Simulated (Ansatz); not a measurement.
**Squeezing V (simple hexagonal type)**

```
V
1.0
     2.59974    0.00000    0.00000
    -1.29987    2.25144    0.00000
     0.00000    0.00000    2.42596
V
1
Direct
  0.00000 0.00000 0.00000
```

The cell comes from a relaxation on PAW files under the same functional, begun from a prototype that needn't be the stable phase.

Its volume is scaled, and at each volume shape and atoms are relaxed on PAW files; all methods then take that cell.

Computed with Ansatz 0.2.0; functional PBE, scalar-relativistic. Settings: a Γ-centred 17×17×15 k mesh, Fermi–Dirac smearing of 0.05 eV, no spin polarisation. Methods: LAPW: all electrons, basis error target 1 meV/atom; PAW: frozen-core files, cutoff 420 eV; crystal datasets: all electrons, by PAW datasets that the program makes for each cell; norm-conserving: pseudopotentials, cutoff 1143 eV; PAW (core large): files with a larger core, cutoff 420 eV.

Energies are extrapolated to zero smearing and count from the unscaled cell; pressure is positive in compression; gaps take the mesh and a band path. No temperature or zero-point motion is included.

The structure type is held throughout; the real material can change phase at far lower pressure.

```json
{"V/V0": "1.00", "V (Å³/atom)": "14.20", "P LAPW (GPa)": "-0.06", "ΔE LAPW (eV/atom)": "0.000", "P PAW − LAPW (GPa)": "0.06", "ΔE PAW − LAPW (meV/atom)": "0.0", "space group": "P6/mmm", "shortest distance (Å)": "2.426"}
{"V/V0": "0.95", "V (Å³/atom)": "13.49", "P LAPW (GPa)": "8.75", "ΔE LAPW (eV/atom)": "0.018", "P PAW − LAPW (GPa)": "0.07", "ΔE PAW − LAPW (meV/atom)": "0.3", "space group": "P6/mmm", "shortest distance (Å)": "2.383"}
{"V/V0": "0.85", "V (Å³/atom)": "12.07", "P LAPW (GPa)": "34.4", "ΔE LAPW (eV/atom)": "0.199", "P PAW − LAPW (GPa)": "0.08", "ΔE PAW − LAPW (meV/atom)": "1.0", "space group": "P6/mmm", "shortest distance (Å)": "2.293"}
{"V/V0": "0.75", "V (Å³/atom)": "10.65", "P LAPW (GPa)": "76.5", "ΔE LAPW (eV/atom)": "0.674", "P PAW − LAPW (GPa)": "0.11", "ΔE PAW − LAPW (meV/atom)": "1.8", "space group": "P6/mmm", "shortest distance (Å)": "2.200"}
{"V/V0": "0.65", "V (Å³/atom)": "9.23", "P LAPW (GPa)": "148.9", "ΔE LAPW (eV/atom)": "1.642", "P PAW − LAPW (GPa)": "0.07", "ΔE PAW − LAPW (meV/atom)": "2.8", "space group": "P6/mmm", "shortest distance (Å)": "2.102"}
{"V/V0": "0.55", "V (Å³/atom)": "7.81", "P LAPW (GPa)": "280.3", "ΔE LAPW (eV/atom)": "3.486", "P PAW − LAPW (GPa)": "-0.53", "ΔE PAW − LAPW (meV/atom)": "1.4", "space group": "P6/mmm", "shortest distance (Å)": "1.991"}
{"V/V0": "0.45", "V (Å³/atom)": "6.39", "P LAPW (GPa)": "?", "ΔE LAPW (eV/atom)": "?", "P PAW − LAPW (GPa)": "?", "ΔE PAW − LAPW (meV/atom)": "?", "space group": "?", "shortest distance (Å)": "?"}
{"V/V0": "0.40", "V (Å³/atom)": "5.68", "P LAPW (GPa)": "772.9", "ΔE LAPW (eV/atom)": "9.869", "P PAW − LAPW (GPa)": "-9.76", "ΔE PAW − LAPW (meV/atom)": "-42.1", "space group": "P6/mmm", "shortest distance (Å)": "1.795"}
```

Q: Fit the Vinet equation to the LAPW pressures shown (residuals weighted by 1/(|P| + 0.03·Pmax)), and predict the pressure of the withheld row.

A: The fit gives V0 = 14.21 Å³/atom, B0 = 147 GPa and B0′ = 4.22. At 6.39 Å³/atom, x = (V/V0)^(1/3) = 0.7661, and P = 3·B0·(1 − x)/x²·exp[1.5·(B0′ − 1)·(1 − x)] = 543.6 GPa. The run itself gave 544.1 GPa (-0.1 % off) and ΔE = 6.993 eV/atom.

Q: At the smallest volume, how far do crystal datasets and norm-conserving and PAW (core large) lie from LAPW in pressure?

A: crystal datasets: -0.01 GPa; norm-conserving: -12.23 GPa; PAW (core large): -9.76 GPa, on a LAPW pressure of 772.9 GPa.

Q: How do the Löwdin populations by LAPW change from the unscaled cell to the last row?

A: V 3s 1.96 → 1.84, V 4s 0.84 → 0.43, V 3p 5.99 → 5.88, V 3d 4.07 → 4.80 electrons an atom. These are projections on the shells that the free atoms fill; 0.14 e a cell lies outside them at the start and 0.06 e at the end.
